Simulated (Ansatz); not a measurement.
Starting structure, 1 H2 a cell, tilted, over a bridge F-Ca site (CaF2, Fm-3m (No. 225), (1 1 0) face):

```
CELL_PARAMETERS angstrom
7.73478 0.00000 0.00000
0.00000 5.46932 0.00000
0.00000 0.00000 24.11869
ATOMIC_POSITIONS crystal
Ca 0.25000 0.50000 0.33169
Ca 0.75000 0.50000 0.33169
F 0.50000 0.75000 0.33169
F 0.00000 0.75000 0.33169
F 0.50000 0.25000 0.33169
F 0.00000 0.25000 0.33169
Ca 0.50000 0.00000 0.41187
Ca 0.00000 0.00000 0.41187
F 0.75000 0.25000 0.41187
F 0.25000 0.25000 0.41187
F 0.75000 0.75000 0.41187
F 0.25000 0.75000 0.41187
Ca 0.75000 0.50000 0.49603
Ca 0.25000 0.50000 0.49603
F 0.00000 0.74877 0.49211
F 0.50000 0.74877 0.49211
F 0.00000 0.25123 0.49211
F 0.50000 0.25123 0.49211
Ca 0.00000 0.00000 0.56646
Ca 0.50000 0.00000 0.56646
F 0.25000 0.23827 0.57381
F 0.75000 0.23827 0.57381
F 0.25000 0.76173 0.57381
F 0.75000 0.76173 0.57381
H 0.62500 0.11913 0.66171
H 0.65419 0.23629 0.67488
```

All numbers below come from Ansatz, DFT PBE+D3(BJ), scalar-relativistic, plane waves, PAW. Settings: cutoff 420 eV, Γ-centred mesh 2×3×1 on the computed 26-atom cell, Gaussian smearing of 0.05 eV; no spin polarisation. The cell repeats along c with a dipole correction in the vacuum.

Atoms 1, 2, 3, 4, 5, 6, 7, 8, 9, 10, 11, 12 (counted from 1) are held. The cell is fixed. Force threshold 0.04 eV/Å.

(1) Where does it end?

The end is the local minimum or symmetric point that this start leads to. The slab is only 5.8 Å thick, so the energy isn't converged with thickness.

Results:

(1) The energy falls by 0.169 eV in 23 steps, to:

```yaml
crystal:
  lattice:
    - [7.73478, 0.00000, 0.00000]
    - [0.00000, 5.46932, 0.00000]
    - [0.00000, 0.00000, 24.11869]
  atoms:
    - { symbol: Ca, position: [0.25000, 0.50000, 0.33169] }
    - { symbol: Ca, position: [0.75000, 0.50000, 0.33169] }
    - { symbol: F, position: [0.50000, 0.75000, 0.33169] }
    - { symbol: F, position: [0.00000, 0.75000, 0.33169] }
    - { symbol: F, position: [0.50000, 0.25000, 0.33169] }
    - { symbol: F, position: [0.00000, 0.25000, 0.33169] }
    - { symbol: Ca, position: [0.50000, 0.00000, 0.41187] }
    - { symbol: Ca, position: [0.00000, 0.00000, 0.41187] }
    - { symbol: F, position: [0.75000, 0.25000, 0.41187] }
    - { symbol: F, position: [0.25000, 0.25000, 0.41187] }
    - { symbol: F, position: [0.75000, 0.75000, 0.41187] }
    - { symbol: F, position: [0.25000, 0.75000, 0.41187] }
    - { symbol: Ca, position: [0.75002, 0.50013, 0.49591] }
    - { symbol: Ca, position: [0.25019, 0.49960, 0.49600] }
    - { symbol: F, position: [0.00009, 0.74809, 0.49205] }
    - { symbol: F, position: [0.49996, 0.74882, 0.49220] }
    - { symbol: F, position: [0.00002, 0.25082, 0.49179] }
    - { symbol: F, position: [0.50032, 0.25102, 0.49236] }
    - { symbol: Ca, position: [0.00045, 0.99926, 0.56620] }
    - { symbol: Ca, position: [0.49954, 0.00001, 0.56694] }
    - { symbol: F, position: [0.24841, 0.23783, 0.57347] }
    - { symbol: F, position: [0.75253, 0.23896, 0.57357] }
    - { symbol: F, position: [0.25017, 0.76105, 0.57398] }
    - { symbol: F, position: [0.74978, 0.76169, 0.57400] }
    - { symbol: H, position: [0.49680, 0.24276, 0.66994] }
    - { symbol: H, position: [0.58266, 0.27261, 0.65668] }
```

Cost: 1 run of about 14 core-minutes, on Intel Xeon Platinum 8488C (Sapphire Rapids) (shared hosts).